Q: I have the energy levels of boron arsenide at six points of the Brillouin zone, but a blank line at its centre, Γ. Can you fill it in?

A: I think so. The levels change by electronvolts across the zone, but symmetry limits how they can behave at Γ and close to it. The lowest one listed climbs by almost 4 eV between point 3, near the centre, and point 7, at the zone boundary X. In the table, "level under 1" is the highest occupied level at a point and "level over 1" the lowest empty one. Energies count from the top of the valence band.

ABINIT 10.8.3 plane-wave DFT with PBEsol and JTH PAW PBE v2.0 datasets for BAs (F-43m, two-atom primitive cell), without spin polarisation or spin-orbit coupling. The wave cutoff is 408.171 eV, the k mesh 10x10x10 and the Fermi-Dirac smearing 0.05 eV. Levels count from the valence top, and the third coordinate of every k point, along reciprocal cell vector c, is 0.

```
point a (reciprocal cell vector)  point b (reciprocal cell vector)  level point (row)  level under 4 (eV)  level under 3 (eV)  level under 2 (eV)  level under 1 (eV)  level over 1 (eV)  level over 2 (eV)
                          0.0000                            0.0000                  ?                   ?                   ?                   ?                   ?                  ?                  ?
                          0.3000                            0.0000                  2             -14.019              -6.077              -1.391              -1.391              2.888              4.757
                         -0.1000                            0.1000                  3             -15.003              -2.461              -1.638              -0.301              3.677              3.709
                          0.2000                            0.2000                  4             -14.569              -2.998              -2.147              -2.147              1.921              5.250
                         -0.2000                            0.2000                  5             -13.756              -5.484              -4.103              -1.299              3.891              5.088
                         -0.3000                            0.3000                  6             -12.070              -7.496              -5.878              -2.657              2.812              7.256
                          0.5000                            0.5000                  7             -11.255              -8.521              -4.102              -4.102              1.317              1.351
```

Q: Can I read down a column as one curve?

A: No, because the direction changes from row to row. Point 2 lies on the line from Γ to L, point 4 on the line to X, and points 3, 5 and 6 on the line to K. I therefore use k², the squared distance from Γ, with k in units of 2π divided by the cube edge.

Q: Where does the lowest level end up at Γ?

A: It is a single, s-like level, so near the centre of a cubic crystal its energy depends on k² alone, with direction entering only at order k⁴. I fitted a constant, k² and k⁴ to points 2 to 6. I left out X, where Bragg reflection bends the band:

E = −15.45 + 5.74 k² − 1.45 k⁴ (in eV)

My forecast is −15.45 eV, with a range from −15.50 to −15.40. A free-electron parabola through point 3 would give −15.53 eV instead.

Q: And the three occupied levels above it?

A: I forecast 0.000 eV for all three, to within 0.001. In this crystal the valence top lies at Γ, and there the three p directions are equivalent. Away from Γ the wave vector singles out a direction, which leaves at most a pair, as the equal entries at points 2, 4 and 7 show. The zero of energy is the valence top itself, so this forecast tests its position and degeneracy, not an energy scale.

Q: The empty levels must be harder. Nothing sets them to zero.

A: Chemistry helps. On the lines to X and L, p orbitals perpendicular to the wave vector do not mix with s orbitals. If only nearest neighbours couple, each such orbital on boron meets its partner on arsenic in a two-level problem:

E = (E_B + E_As)/2 ± √[((E_B − E_As)/2)² + V²]

E_B and E_As are the p energies of the two atoms, and V is the magnitude of their coupling, which changes with k. Add the bonding and antibonding levels, and V drops out. Their sum is the same at every k on these lines, and at Γ the bonding level is zero, so the sum is the empty p level there.

Q: Show me with numbers.

A: At point 4, the occupied pair and the second empty level give −2.147 + 5.250 = 3.103 eV. Point 2 gives −1.391 + 4.757 = 3.366 eV. That the second empty level is the right partner is an assumption. It fails at X, where the same sum would be −2.751 eV, so the partner there must lie above both listed levels. On these lines symmetry splits the empty p triplet into a single level and a pair, but it does not fix their order, and the empty s level could lie between them. If the assumption holds at points 2 and 4, the difference between their sums shows what the nearest-neighbour picture leaves out.

Q: Which value do you take?

A: The same calculation reports a smallest direct gap of 3.239 eV, well below the 3.978 eV at point 3, the smallest in the rows you have. It falls between my two sums, so I place it at Γ. I forecast 3.239 eV for both empty levels. No direct gap on the mesh can be smaller, so the range runs only upward, to just above the larger pair sum. This fails if the smallest direct gap lies elsewhere, or if the empty s level falls below the p triplet.

The withheld rows as computed:

```
point a (reciprocal cell vector)  point b (reciprocal cell vector)  level point (row)  level under 4 (eV)  level under 3 (eV)  level under 2 (eV)  level under 1 (eV)  level over 1 (eV)  level over 2 (eV)
                          0.0000                            0.0000                  1             -15.439               0.000               0.000               0.000              3.239              3.239
```

Q: How did you do?

A: The lowest level comes out at −15.44 eV, 0.01 eV from the forecast. The free-electron step went about 0.09 eV too low: away from Γ, higher p levels push the real band down, so it rises less steeply. At X, outside the fit, my formula lies 0.10 eV too high.

The three upper valence levels are zero, as forecast. Spin-orbit coupling, absent here, would push one of them below the other two.

Both empty levels match at 3.239 eV, but I had borrowed that number. The real test was where it belonged and that two levels shared it. The pair sums were independent of it, and each missed by 0.13 to 0.14 eV, in opposite directions. That is encouraging, but with only two empty levels listed at each point, the table cannot confirm that I picked the right antibonding partner.

Q: Is the gap direct or indirect, then?

A: The first empty level at Γ lies 1.92 eV above the one at X, so the gap is indirect and the crystal should emit light poorly, like silicon. X itself is not the lowest point: the run's smallest gap is 1.083 eV, against 1.317 eV at X, so the conduction minimum lies at a point outside the table. In gallium arsenide, the empty s level at Γ drops below the p triplet and also below the valleys elsewhere in the zone, which makes the gap direct. PBEsol makes gaps too small, and the PAW datasets were made for PBE, with an untested effect on the levels, so trust the indirect character of the gap more than its size. The printed output below gives the fits in detail.

Output of the analysis:

```
Position in the zone and direct gap:
   row  k squared in (2 pi/a)^2  direct gap in eV
   0.0                        0             3.239
   0.3                     0.27             4.279
  -0.1                     0.08             3.978
   0.2                     0.16             4.068
  -0.2                     0.32              5.19
  -0.3                     0.72             5.469
   0.5                        1             5.419
fit of level_under_4 on 5 rows (seen & (k2 < 0.9)): constant -15.45 +/- 0.014, coefficient of k2 5.741 +/- 0.092, coefficient of k4 -1.447 +/- 0.11; rms 0.00605, worst 0.3 0.0105, leave-one-out rms 0.0635
  rows outside the fit (model, value, miss): 0.0 -15.45, -15.44, -0.014; 0.5 -11.16, -11.26, 0.0959
fit of level_under_1 on 3 rows (on_GK): constant -0.05557 +/- 0.093, coefficient of k2 -3.652 +/- 0.2; rms 0.0534, worst -0.2 0.0748, leave-one-out rms 0.216
  rows outside the fit (model, value, miss): 0.0 -0.05557, 0, -0.0556; 0.3 -1.042, -1.391, 0.349; 0.2 -0.6399, -2.147, 1.51; 0.5 -3.708, -4.102, 0.394
Rival: lowest level at the centre by a free-electron step from point 3, eV: -15.53
Empty p level at the centre from the pair sum on Gamma-L (point 2), eV: 3.366
Empty p level at the centre from the pair sum on Gamma-X (point 4), eV: 3.103
Mean of the two pair sums, eV: 3.234
Smallest direct gap among the visible rows, eV: 3.978
Computed third level under the gap at the centre (forecast 0), eV: 0
Computed second level under the gap at the centre (forecast 0), eV: 0
First empty level at the centre, forecast less computed, eV: 0
Second empty level at the centre, forecast less computed, eV: 0
Mean pair sum less computed first empty level at the centre, eV: -0.0045
First empty level at the centre less that at X, eV: 1.922
```
